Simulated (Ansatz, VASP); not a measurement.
# Cross-check of BN between VASP and Ansatz

Wanted: the spread between two codes on one cell, functional and k mesh. The cell is taken from a series of runs on this material, whose earlier steps may have relaxed, scaled, displaced or heated it; both programs get it as it stands.

Calculated with Ansatz 0.2.0; plane waves, with VASP 6.6.1 beside it; zone-centre phonons at LDA.

## (1) The structure

It takes space group R3m (No. 160, trigonal). The conventional cell has a = 2.557 Å, b = 2.557 Å, c = 6.190 Å, α = 90.00°, β = 90.00°, γ = 120.00°. Nearest to B lie 4 N at 1.55 to 1.56 Å. Nearest to N lie 4 B at 1.55 to 1.56 Å. Farther neighbours and most contacts between anions are not listed.

Coordinates:

```cif
data_structure
_symmetry_space_group_name_H-M 'P 1'
_symmetry_Int_Tables_number 1
_cell_length_a 2.5371
_cell_length_b 2.5371
_cell_length_c 2.5371
_cell_angle_alpha 60.512
_cell_angle_beta 60.512
_cell_angle_gamma 60.512
_cell_volume 11.68
loop_
_atom_site_label
_atom_site_type_symbol
_atom_site_fract_x
_atom_site_fract_y
_atom_site_fract_z
_atom_site_occupancy
B1 B 0.99990 0.99990 0.99990 1
N2 N 0.25010 0.25010 0.25010 1
```

## (2) Ansatz: zone-centre phonons, LDA, pair 1

Ansatz runs on its PAW soft_1 files.

Second derivatives magnify differences that forces hide, and they need a tight electronic threshold.

Contents of input.yaml:

```yaml
crystal:
  lattice:
    - [-0.0138789703, 1.7939455982, 1.7939455982]
    - [1.7939455982, -0.0138789703, 1.7939455982]
    - [1.7939455982, 1.7939455982, -0.0138789703]
  atoms:
    - { symbol: B, position: [-9.66106e-05, -9.66106e-05, -9.66106e-05] }
    - { symbol: "N", position: [0.2500966106, 0.2500966106, 0.2500966106] }
kpoints:
  mp_grid: { grid: [12, 12, 12] }
hamiltonian:
  xc: lda
  pseudopotentials: { kind: paw, azcp: { folder: soft_1 }, xc_functional: pbe }
scf:
  occupations: { method: fixed }
output:
  eigenvalues: true
phonons:
  method: dfpt
  dielectric: true
  rigid_motions: translations
```

Run with:

```sh
ansatz run input.yaml --threads 4 --pin off --max-ram 10240MiB --backend cpu --events-out ev --progress --plain --runs-dir out
```

Numbers of over 12 decimals in the logs are rounded to 6 here.

Log:

```text
Engine: ansatz 0.2.0, x86_64-unknown-linux-gnu
Pseudopotentials: kind: paw
Pseudopotential: B, paw, valence charge 3, recommended cutoff 420 eV (normal), soft_1/B.paw.azcp
Pseudopotential: N, paw, valence charge 5, recommended cutoff 420 eV (normal), soft_1/N.paw.azcp
Functional definition: SPW92
  exchange = slater_x
  correlation = pw_c
Crystal: 2 atoms, lattice volume = 11.681 Å³
Basis set: ecut = 420 eV, 253 PW (Γ), exchange–correlation on 36×36×36 points (8 copies of the dense FFT grid, shifted against one another)
Bands: 8, of which v1, the nominal top of the filled ones, is band 4 counted from 1 (3 counted from 0)
Symmetry: 6 space group operations
k-points: 476 of 1728 (irreducible under 2 space group operations, time reversal used)
Non-local potential: B, projectors of the file, l = 0: 2, l = 1: 2, l = 2: 1
Non-local potential: N, projectors of the file, l = 0: 2, l = 1: 2, l = 2: 1
PAW form: soft (Blöchl's): semilocal exchange-correlation on the pseudo side does not see the compensation charge
PAW frozen core: B, regenerated for the run's functional, and the local potential with it (the file was generated under x = pbe(κ = 0.804, μ = 0.219515), c = pbe(β = 0.066725))
PAW frozen core: N, regenerated for the run's functional, and the local potential with it (the file was generated under x = pbe(κ = 0.804, μ = 0.219515), c = pbe(β = 0.066725))
PAW one-centre angular grid: B, 110 points (default); XC on 64 Gauss nodes
PAW one-centre angular grid: N, 110 points (default); XC on 64 Gauss nodes
Initial density: superposition of atomic densities (chi_scale 0.1, normalization cell, long waves kept (reshape's long-wave potential 0.00 eV rms))
Initial wavefunctions: pseudopotential atomic-orbital guess
Functional: x = slater, c = lda
SCF iter   1: F=—  HF=-527.212127 eV  |F-HF|=—  |Δ(HF+E_count)|=         —  Δρ=1.46e-1  dr2=1.99e0  ethr=3.10e-3  ⟨swp⟩=3.9  Hψ=21519  notcnv=0  defer=791
preconditioner: auto → none  [insulator: Δε(μ)=5.803 eV  Ē_g=20.384 eV  n_scr=0 (ndim 8)  ℏωp=30.7 eV  f_vac=0.000  ε∞_Penn≈3.3]
SCF iter   2: F=—  HF=-526.546722 eV  |F-HF|=—  |Δ(HF+E_count)|=   6.65e-1  Δρ=6.41e-2  dr2=2.68e-1  ethr=3.10e-3  ⟨swp⟩=2.0  Hψ=11165  notcnv=0  defer=123
SCF iter   3: F=—  HF=-526.473271 eV  |F-HF|=—  |Δ(HF+E_count)|=   7.35e-2  Δρ=2.17e-2  dr2=3.39e-2  ethr=3.10e-3  ⟨swp⟩=3.0  Hψ=6710  notcnv=0  defer=789
SCF iter   4: F=—  HF=-526.463484 eV  |F-HF|=—  |Δ(HF+E_count)|=   9.79e-3  Δρ=2.87e-3  dr2=3.29e-4  ethr=4.23e-4  ⟨swp⟩=3.0  Hψ=6680  notcnv=0  defer=935
SCF iter   5: F=—  HF=-526.463463 eV  |F-HF|=—  |Δ(HF+E_count)|=   2.14e-5  Δρ=1.73e-4  dr2=1.56e-6  ethr=4.11e-6  ⟨swp⟩=3.0  Hψ=6116  notcnv=0  defer=947
SCF iter   6: F=—  HF=-526.463463 eV  |F-HF|=—  |Δ(HF+E_count)|=   7.04e-8  Δρ=1.50e-5  dr2=5.76e-9  ethr=1.95e-8  ⟨swp⟩=2.5  Hψ=5705  notcnv=0  defer=97
SCF iter   7: F=—  HF=-526.463463 eV  |F-HF|=—  |Δ(HF+E_count)|=   1.36e-8  Δρ=6.74e-7  dr2=3.40e-11  ethr=1.25e-12  ⟨swp⟩=4.8  Hψ=19973  notcnv=0
SCF iter   8: F=-526.463463 eV  HF=-526.463463 eV  |F-HF|=1.14e-13  |Δ(HF+E_count)|=  8.19e-12  Δρ=8.13e-8  dr2=3.66e-13  ethr=1.00e-12  ⟨swp⟩=4.0  Hψ=14860  notcnv=0
SCF 1 converged in 8 iterations: F = -526.463463 eV  dr2 = 3.66e-13
  greatest PAW one-centre occupation: 0.782 electrons in one spin orbital (limit 2), on the N atom at site 1 (counted from 0), in its partial waves of l = 0
NSCF: frozen V_eff on 5 k-points
DFPT response loops at Γ: preconditioner auto → none (the input reference at scf.mixing.eps_inf says where Resta's filter doesn't serve); β = 0.50; Broyden in place of MSR1
SCF converged after 8 iterations
Free energy (F): -526.463463 eV
Harris-Foulkes:  -526.463463 eV  (|F-HF|=1.14e-13)
Internal energy: -526.463463 eV  (E = F + TS)
E sigma→0 (E₀):  -526.463463 eV
Fermi energy:    11.130827 eV
--- Per-component energies (eV) ---
  E_band       = 25.696847
  E_kinetic    = 183.858703
  E_local      = -158.927946  (includes V_loc(G=0)·N_el)
  E_nonlocal   = 44.058939
  E_hartree    = 48.240266
  E_xc         = -92.517662
  E_vxc        = -114.850435  (∫ρ·V_xc dr)
  E_paw        = -191.605020  (= ΣΔE_a)
  E_vpaw       = -24.923864  (= ΣTr[D̂ρ^β])
  E_aug_tail   = 0.000922  (compensation charges beyond the density's cutoff)
  E_ewald      = -359.697544
  E_core_change = 0.125878  (= ΣΔE_core)
  E_smearing   = -0.000000  (= −TS)
  E_closure    = -0.000000  (closes the sum)
  Σ components = -526.463463   (vs F -526.463463, Δ=0.00e0)
--- Band table (eV; the first three rows and the last of 476) ---
  k-point 0: bands = ["-9.1112", "11.0688", "11.0688", "11.1308", "19.7336", "19.7336", "19.9920", "21.7252"]
  k-point 1: bands = ["-8.9409", "10.1554", "10.8901", "10.9412", "19.9988", "20.0090", "20.3012", "22.2099"]
  k-point 2: bands = ["-8.4358", "8.0414", "10.4547", "10.4947", "20.4485", "20.6503", "20.9353", "23.4206"]
  k-point 475: bands = ["-4.6739", "0.3186", "9.0289", "9.0289", "21.2231", "21.6373", "21.6373", "26.2274"]
--- Phonons (Γ-DFPT): 2 representative perturbations + reference, on 476 of 1728 k-points (Σ response iterations 6) ---
  k mesh reduced under 2 symmetry operations, with k and −k counted as one. Each operation leaves every solved perturbation unchanged. A smaller set is not considered because the run solves the response to a homogeneous field
  ASR residual: 4.604e-6 → 0.000e0 eV/Å²; symmetrization residual: 1.494e-7 eV/Å²
  ASR residual per site (eV/Å²): 4.60e-6 1.46e-6
  Γ frequencies (cm⁻¹): 0.00 0.00 0.00 1032.03 1032.03 1064.08
  ε∞ (high-frequency dielectric tensor):
        4.584130    -0.022064    -0.022064
       -0.022064     4.584130    -0.022064
       -0.022064    -0.022064     4.584130
  ε⁰ (static dielectric tensor: ions relaxed, cell fixed):
        6.846031    -0.083327    -0.083327
       -0.083327     6.846031    -0.083327
       -0.083327    -0.083327     6.846031
  ε⁰ − ε∞ (ionic part):
        2.261901    -0.061263    -0.061263
       -0.061263     2.261901    -0.061263
       -0.061263    -0.061263     2.261901
  softest optical mode at Γ: 1032.03 cm⁻¹; the repairs (sum rule, projections) moved no ω² at Γ by more than (0.49 cm⁻¹)²
  Born effective charges Z* (e; rows j = field, columns β = displacement):
    site 0:
         1.88640   -0.00667   -0.00667
        -0.00667    1.88640   -0.00667
        -0.00667   -0.00667    1.88640
    site 1:
        -1.88640    0.00667    0.00667
         0.00667   -1.88640    0.00667
         0.00667    0.00667   -1.88640
  Z* charge neutrality: 4.747e-6 e pre-enforcement
  k-mesh period / interband length: 30.4 Å / 1.30 Å = 23.50 at k = (0.0000, -0.5000, -0.5000), direct gap 9.267 eV — 14 or more, which is no proof of convergence
  optical modes at Γ without the LO–TO term, one row a degenerate level:
      ω (cm⁻¹)  modes    IR ((D/Å)²/amu)
       1032.03      2            27.1022
       1064.08      1            13.2662
  optical modes at Γ + LO–TO along q̂ = [1.0000, 0.0000, 0.0000]:
      ω (cm⁻¹)  modes    IR ((D/Å)²/amu)
       1032.03      1            13.5511
       1052.74      1            13.3765
       1274.79      1            13.4408
  optical modes at Γ + LO–TO along q̂ = [0.0000, 1.0000, 0.0000]:
      ω (cm⁻¹)  modes    IR ((D/Å)²/amu)
       1032.03      1            13.5511
       1052.74      1            13.3765
       1274.79      1            13.4408
  optical modes at Γ + LO–TO along q̂ = [0.0000, 0.0000, 1.0000]:
      ω (cm⁻¹)  modes    IR ((D/Å)²/amu)
       1032.03      1            13.5511
       1052.74      1            13.3765
       1274.79      1            13.4408
```

[end of part 1 of 3]

[Lines on the potential files, build, host, timing and source positions are cut from VASP's logs without a mark.]

[Logs are printed without paths, hosts, clocks, repeated set-up lines and the standing remarks that a program may print on its own settings, such as how far it seeks lower states.]

[Hosts, paths, dates, database ids (printed as entryN), source tags and the programs' standing remarks are cut or masked in the printed files.]
